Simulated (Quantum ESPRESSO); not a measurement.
# KI (Fm-3m) in Quantum ESPRESSO: notebook

The runs below take KI through dielectric tensor, phonons, with PBEsol, PBE.

Program: Quantum ESPRESSO 7.5. These are calculated values, not measurements. Logs are shortened: lines on timing, memory, paths and dates and some standing lists are left out, and cuts for length are marked.

**What was measured.**

A printed reference work, monograph reports, for a bulk crystal of KI: high-frequency dielectric constant 2.65.

How close the calculation comes is told below.

## (1) The structure

The structure is cubic, space group Fm-3m (No. 225). The conventional cell has a = 7.066 Å, b = 7.066 Å, c = 7.066 Å, α = 90.00°, β = 90.00°, γ = 90.00°. I (site symmetry m-3m) has 6 K at 3.53 Å as nearest neighbours. K (site symmetry m-3m) has 6 I at 3.53 Å as nearest neighbours.

## (2) Dielectric tensor, PBEsol

File pw.in:

```
&CONTROL
  calculation = 'scf'
  prefix = 'pwscf'
  outdir = './tmp'
  pseudo_dir = './pseudo'
  tprnfor = .true.
  tstress = .true.
  disk_io = 'low'
/
&SYSTEM
  ibrav = 0
  nat = 2
  ntyp = 2
  ecutwfc = 74
  nbnd = 14
  occupations = 'smearing'
  smearing = 'fd'
  degauss = 0.00367493
/
&ELECTRONS
  conv_thr = 4d-10
  electron_maxstep = 120
  mixing_beta = 0.5
/
ATOMIC_SPECIES
I    126.9045 I.upf
K     39.0983 K.upf
CELL_PARAMETERS angstrom
   0.0000000000    3.5327750000    3.5327750000
   3.5327750000    0.0000000000    3.5327750000
   3.5327750000    3.5327750000    0.0000000000
ATOMIC_POSITIONS angstrom
I      3.5327750000    3.5327750000    3.5327750000
K      0.0000000000    0.0000000000    0.0000000000
K_POINTS automatic
8 8 8 1 1 1
```

File scf2.in:

```
&CONTROL
  calculation = 'scf'
  prefix = 'pwscf'
  outdir = './tmp'
  pseudo_dir = './pseudo'
  tprnfor = .true.
  tstress = .true.
  disk_io = 'low'
/
&SYSTEM
  ibrav = 0
  nat = 2
  ntyp = 2
  ecutwfc = 74
  nbnd = 14
  occupations = 'fixed'
/
&ELECTRONS
  conv_thr = 1d-13
  electron_maxstep = 120
  mixing_beta = 0.5
  startingpot = 'file'
  startingwfc = 'file'
/
ATOMIC_SPECIES
I    126.9045 I.upf
K     39.0983 K.upf
CELL_PARAMETERS angstrom
   0.0000000000    3.5327750000    3.5327750000
   3.5327750000    0.0000000000    3.5327750000
   3.5327750000    3.5327750000    0.0000000000
ATOMIC_POSITIONS angstrom
I      3.5327750000    3.5327750000    3.5327750000
K      0.0000000000    0.0000000000    0.0000000000
K_POINTS automatic
8 8 8 1 1 1
```

File ph.in:

```
dielectric of KI
&INPUTPH
  prefix = 'pwscf'
  outdir = './tmp'
  tr2_ph = 1d-18
  fildyn = 'dyn'
  niter_ph = 90
  alpha_mix(1) = 0.7
  epsil = .true.
  trans = .false.
  zeu = .true.
/
0.0000000000 0.0000000000 0.0000000000
```

Potentials or basis: PseudoDojo 0.4.1 SR PBEsol standard.

On the command line:

```bash
$ OMP_NUM_THREADS=1 pw.x -in pw.in > pw.out
$ OMP_NUM_THREADS=1 pw.x -in scf2.in > scf2.out
$ OMP_NUM_THREADS=1 ph.x -in ph.in > ph.out
```

pw.out:

```text
This program is part of the open-source Quantum ESPRESSO suite
     for quantum simulation of materials; please cite
[... 9 lines left out ...]
     --------------------
     sticks:   dense  smooth     PW     G-vecs:    dense   smooth      PW
     Sum        1813    1813    517                51253    51253    7991

     Using Slab Decomposition

     bravais-lattice index     =            0
     lattice parameter (alat)  =       9.4413  a.u.
     unit-cell volume          =     595.0789 (a.u.)^3
     number of atoms/cell      =            2
     number of atomic types    =            2
     number of electrons       =        16.00
     number of Kohn-Sham states=           14
     kinetic-energy cutoff     =      74.0000  Ry
     charge density cutoff     =     296.0000  Ry
     scf convergence threshold =      4.0E-10
     mixing beta               =       0.5000
     number of iterations used =            8  plain     mixing
     Exchange-correlation= PBESOL
                           (   1   4  10   8   0   0   0)

     celldm(1)=   9.441258  celldm(2)=   0.000000  celldm(3)=   0.000000
     celldm(4)=   0.000000  celldm(5)=   0.000000  celldm(6)=   0.000000

     crystal axes: (cart. coord. in units of alat)
               a(1) = (   0.000000   0.707107   0.707107 )
               a(2) = (   0.707107   0.000000   0.707107 )
               a(3) = (   0.707107   0.707107   0.000000 )

     reciprocal axes: (cart. coord. in units 2 pi/alat)
               b(1) = ( -0.707107  0.707107  0.707107 )
               b(2) = (  0.707107 -0.707107  0.707107 )
               b(3) = (  0.707107  0.707107 -0.707107 )

     PseudoPot. # 1 for I  read from file:
     I.upf
     Pseudo is Norm-conserving + core correction, Zval =  7.0
     Generated using ONCVPSP code by D. R. Hamann
     Using radial grid of 1182 points,  6 beta functions with:
                l(1) =   0
                l(2) =   0
                l(3) =   1
                l(4) =   1
                l(5) =   2
                l(6) =   2

     PseudoPot. # 2 for K  read from file:
     K.upf
     Pseudo is Norm-conserving + core correction, Zval =  9.0
     Generated using ONCVPSP code by D. R. Hamann
     Using radial grid of 2250 points,  6 beta functions with:
                l(1) =   0
                l(2) =   0
                l(3) =   1
                l(4) =   1
                l(5) =   2
                l(6) =   2

     atomic species   valence    mass     pseudopotential
     I                 7.00   126.90450     I ( 1.00)
     K                 9.00    39.09830     K ( 1.00)

     48 Sym. Ops., with inversion, found

   Cartesian axes

     site n.     atom                  positions (alat units)
         1        I      tau(   1) = (   0.7071068   0.7071068   0.7071068  )
         2        K      tau(   2) = (   0.0000000   0.0000000   0.0000000  )

     number of k points=    60  Fermi-Dirac smearing, width (Ry)=  0.0037
                       cart. coord. in units 2pi/alat
        k(    1) = (   0.0441942   0.0441942   0.0441942), wk =   0.0078125
        k(    2) = (   0.1325825   0.1325825  -0.0441942), wk =   0.0234375
        k(    3) = (   0.2209709   0.2209709  -0.1325825), wk =   0.0234375
        k(    4) = (   0.3093592   0.3093592  -0.2209709), wk =   0.0234375
        k(    5) = (  -0.3093592  -0.3093592   0.3977476), wk =   0.0234375
        k(    6) = (  -0.2209709  -0.2209709   0.3093592), wk =   0.0234375
[... 52 lines left out ...]
        k(   59) = (   0.3093592   0.3093592   0.3093592), wk =   0.0078125
        k(   60) = (  -0.3093592  -0.3093592   0.9280777), wk =   0.0234375

     Dense  grid:    51253 G-vectors     FFT dimensions: (  54,  54,  54)

     Initial potential from superposition of free atoms

     starting charge      15.9809, renormalised to      16.0000
     Starting wfcs are    9 randomized atomic wfcs +    5 random wfcs

     Self-consistent Calculation

     iteration #  1     ecut=    74.00 Ry     beta= 0.50
     Davidson diagonalization with overlap
     ethr =  1.00E-02,  avg # of iterations =  7.6

     Threshold (ethr) on eigenvalues was too large:
     Diagonalizing with lowered threshold

     Davidson diagonalization with overlap
     ethr =  1.37E-04,  avg # of iterations =  7.3

     total energy              =     -86.10827224 Ry
     estimated scf accuracy    <       0.02089805 Ry

     iteration #  2     ecut=    74.00 Ry     beta= 0.50
     Davidson diagonalization with overlap
     ethr =  1.31E-04,  avg # of iterations =  2.3

     total energy              =     -86.11191510 Ry
     estimated scf accuracy    <       0.00128464 Ry

     iteration #  3     ecut=    74.00 Ry     beta= 0.50
     Davidson diagonalization with overlap
     ethr =  8.03E-06,  avg # of iterations =  8.2

     total energy              =     -86.11218878 Ry
     estimated scf accuracy    <       0.00027301 Ry

     iteration #  4     ecut=    74.00 Ry     beta= 0.50
     Davidson diagonalization with overlap
     ethr =  1.71E-06,  avg # of iterations =  3.9

     total energy              =     -86.11222548 Ry
     estimated scf accuracy    <       0.00000730 Ry

     iteration #  5     ecut=    74.00 Ry     beta= 0.50
     Davidson diagonalization with overlap
     ethr =  4.57E-08,  avg # of iterations =  2.7
[... 8 lines left out ...]
     total energy              =     -86.11222846 Ry
     estimated scf accuracy    <       0.00000004 Ry

     iteration #  7     ecut=    74.00 Ry     beta= 0.50
     Davidson diagonalization with overlap
     ethr =  2.72E-10,  avg # of iterations =  2.5

     total energy              =     -86.11222846 Ry
     estimated scf accuracy    <          4.5E-09 Ry

     iteration #  8     ecut=    74.00 Ry     beta= 0.50
     Davidson diagonalization with overlap
     ethr =  2.82E-11,  avg # of iterations =  3.2

     total energy              =     -86.11222847 Ry
     estimated scf accuracy    <          2.9E-09 Ry

     iteration #  9     ecut=    74.00 Ry     beta= 0.50
     Davidson diagonalization with overlap
     ethr =  1.82E-11,  avg # of iterations =  2.0

     End of self-consistent calculation

          k = 0.0442 0.0442 0.0442 (  6357 PWs)   bands (ev):

   -27.0427 -10.6031 -10.5959 -10.5959  -9.2505   1.2093   1.2682   1.2682
     5.2037   7.6939   7.7672   7.7672   8.5101   8.5101

          k = 0.1326 0.1326-0.0442 (  6388 PWs)   bands (ev):

   -27.0423 -10.6353 -10.5985 -10.5954  -9.1938   0.8978   1.1975   1.1976
     5.6761   7.5533   7.9252   8.1140   8.6967   8.7998

          k = 0.2210 0.2210-0.1326 (  6391 PWs)   bands (ev):

   -27.0415 -10.6931 -10.6002 -10.5962  -9.0899   0.4156   1.0639   1.0714
     6.3622   7.7487   8.3751   8.5827   9.2602   9.3765

          k = 0.3094 0.3094-0.2210 (  6396 PWs)   bands (ev):

   -27.0408 -10.7397 -10.6006 -10.5976  -9.0012   0.0575   0.9515   0.9672
     6.6674   8.4924   8.9948   9.0493   9.8100   9.9571

          k =-0.3094-0.3094 0.3977 (  6394 PWs)   bands (ev):

   -27.0406 -10.7527 -10.5997 -10.5990  -8.9755  -0.0402   0.9184   0.9391
     6.7237   8.7574   9.2573   9.3896   9.9068   9.9813

          k =-0.2210-0.2210 0.3094 (  6383 PWs)   bands (ev):

   -27.0410 -10.7268 -10.5995 -10.5982  -9.0263   0.1528   0.9801   1.0001
     6.5948   8.1760   8.8533   8.9384   9.6967   9.7067
[... 86 lines left out ...]
          k = 0.0442-0.4861 0.5745 (  6412 PWs)   bands (ev):

   -27.0400 -10.6665 -10.6321 -10.6105  -9.0564   0.3861   0.5517   0.8733
     6.8665   7.8623   8.6113   9.5373   9.7962  10.3583

          k = 0.1326-0.3977 0.4861 (  6408 PWs)   bands (ev):

   -27.0403 -10.7121 -10.6165 -10.6037  -9.0133   0.1708   0.6982   0.8996
     7.2079   8.0918   8.5630   9.5240   9.8169  10.1477

          k = 0.2210-0.3094 0.3977 (  6390 PWs)   bands (ev):

   -27.0406 -10.7409 -10.6031 -10.5994  -8.9912   0.0276   0.8878   0.9413
     6.8085   8.4747   9.0283   9.2981   9.8508  10.0180

          k =-0.6629 0.0442 0.0442 (  6401 PWs)   bands (ev):

   -27.0400 -10.6442 -10.6183 -10.6143  -9.1129   0.2741   0.8794   0.9112
     6.1819   7.0308   9.3813   9.6094  10.1160  10.8082

          k =-0.5745 0.1326-0.0442 (  6398 PWs)   bands (ev):

   -27.0402 -10.6597 -10.6183 -10.6133  -9.0876   0.2902   0.8281   0.9001
     6.4625   7.2790   8.9600   9.4166  10.2325  10.6152

          k =-0.4861 0.2210-0.1326 (  6397 PWs)   bands (ev):

   -27.0404 -10.7017 -10.6120 -10.6057  -9.0367   0.2092   0.7833   0.9259
     6.9129   7.8146   8.5576   9.4833   9.8764  10.1989

          k =-0.4861 0.0442 0.0442 (  6392 PWs)   bands (ev):

   -27.0406 -10.6630 -10.6110 -10.6103  -9.0997   0.3044   0.9540   0.9749
     6.4100   6.9658   9.1417   9.1543  10.1221  10.1479

          k =-0.3977 0.1326-0.0442 (  6387 PWs)   bands (ev):

   -27.0410 -10.6795 -10.6085 -10.6037  -9.0863   0.3508   0.9669   1.0062
     6.7410   6.9384   8.8881   9.1962   9.4358   9.7095

          k =-0.3094 0.0442 0.0442 (  6387 PWs)   bands (ev):

   -27.0416 -10.6587 -10.6032 -10.6027  -9.1340   0.5589   1.0947   1.1041
     6.2880   6.9126   8.7333   8.7967   8.9132   9.2854

          k = 0.1326 0.1326 0.1326 (  6378 PWs)   bands (ev):

   -27.0421 -10.6516 -10.5966 -10.5966  -9.1675   0.7647   1.1694   1.1694
     5.8571   7.6363   8.0895   8.0895   8.8652   8.8652

          k = 0.2210 0.2210 0.0442 (  6387 PWs)   bands (ev):

   -27.0416 -10.6776 -10.6039 -10.5954  -9.1122   0.5230   1.0624   1.0900
     6.3411   7.4872   8.2384   8.5511   9.1827   9.3150

          k = 0.3094 0.3094-0.0442 (  6393 PWs)   bands (ev):

   -27.0409 -10.7061 -10.6116 -10.5969  -9.0451   0.2717   0.8804   0.9886
     6.9833   7.6487   8.6045   8.6962   9.7584   9.9241

          k =-0.3094-0.3094 0.5745 (  6390 PWs)   bands (ev):

   -27.0404 -10.7232 -10.6130 -10.6003  -9.0050   0.1212   0.7646   0.9244
     7.1217   8.2167   8.6407   9.3304   9.7920  10.1891

          k =-0.2210-0.2210 0.4861 (  6398 PWs)   bands (ev):
[... 99 lines left out ...]
          k =-0.1326-0.3094 0.7513 (  6416 PWs)   bands (ev):

   -27.0400 -10.6772 -10.6280 -10.6121  -9.0414   0.3820   0.5488   0.8262
     7.3237   7.9913   8.1124   9.4250  10.0334  10.3741

          k =-0.8397 0.2210 0.2210 (  6402 PWs)   bands (ev):

   -27.0402 -10.7011 -10.6192 -10.6050  -9.0263   0.2192   0.6598   0.9084
     7.0413   8.2641   8.3562   9.6933   9.7057  10.1495

          k = 0.3094 0.3094 0.3094 (  6408 PWs)   bands (ev):

   -27.0407 -10.7521 -10.5983 -10.5983  -8.9807  -0.0251   0.9522   0.9522
     6.6483   8.7879   9.2217   9.2217   9.9637   9.9638

          k =-0.3094-0.3094 0.9281 (  6391 PWs)   bands (ev):

   -27.0405 -10.7414 -10.6049 -10.5997  -8.9864   0.0162   0.8530   0.9298
     6.8849   8.5044   9.0194   9.4044   9.8668  10.0722

     the Fermi energy is     4.0237 ev

!    total energy              =     -86.11222847 Ry
     estimated scf accuracy    <          3.2E-11 Ry
     smearing contrib. (-TS)   =      -0.00000000 Ry
     internal energy E=F+TS    =     -86.11222847 Ry

     The total energy is F=E-TS. E is the sum of the following terms:
     one-electron contribution =     -29.65294901 Ry
     hartree contribution      =      19.07936018 Ry
     xc contribution           =     -20.61496404 Ry
     ewald contribution        =     -54.92367560 Ry

     convergence has been achieved in   9 iterations

     Forces acting on atoms (cartesian axes, Ry/au):

     atom    1 type  1   force =     0.00000000    0.00000000    0.00000000
     atom    2 type  2   force =     0.00000000    0.00000000    0.00000000

     Total force =     0.000000     Total SCF correction =     0.000000

     Computing stress (Cartesian axis) and pressure

          total   stress  (Ry/bohr**3)                   (kbar)     P=       -2.91
  -0.00001976   0.00000000   0.00000000           -2.91        0.00        0.00
   0.00000000  -0.00001976   0.00000000            0.00       -2.91        0.00
   0.00000000   0.00000000  -0.00001976            0.00        0.00       -2.91

=------------------------------------------------------------------------------=
   JOB DONE.
=------------------------------------------------------------------------------=
```

Wall time 17 min (1 thread of Arm Neoverse V2, shared host); peak memory 0.16 GiB.

Results:

```yaml
Free_energy: -1171.6166 eV
Pressure: -0.3 GPa
Electronic_dielectric_tensor_diagonal: 2.91
Born_charges_mean_of_the_diagonal: I -1.14; K +1.14 e
```

Levels at points of the mesh, in eV from the valence-band top:
```tsv
k point	band 6	band 7	band 8	band 9	band 10	band 11
(0.06, 0.06, 0.06)	-0.06	0.00	0.00	3.94	6.43	6.50
```

Electronic dielectric tensor:
```
2.91 0.00 0.00
0.00 2.91 0.00
0.00 0.00 2.91
```

Born effective charge tensors (e):
atom 1, I
```
-1.14  0.00  0.00
 0.00 -1.14  0.00
 0.00  0.00 -1.14
```
atom 2, K
```
1.14 0.00 0.00
0.00 1.14 0.00
0.00 0.00 1.14
```

[end of part 1 of 3]
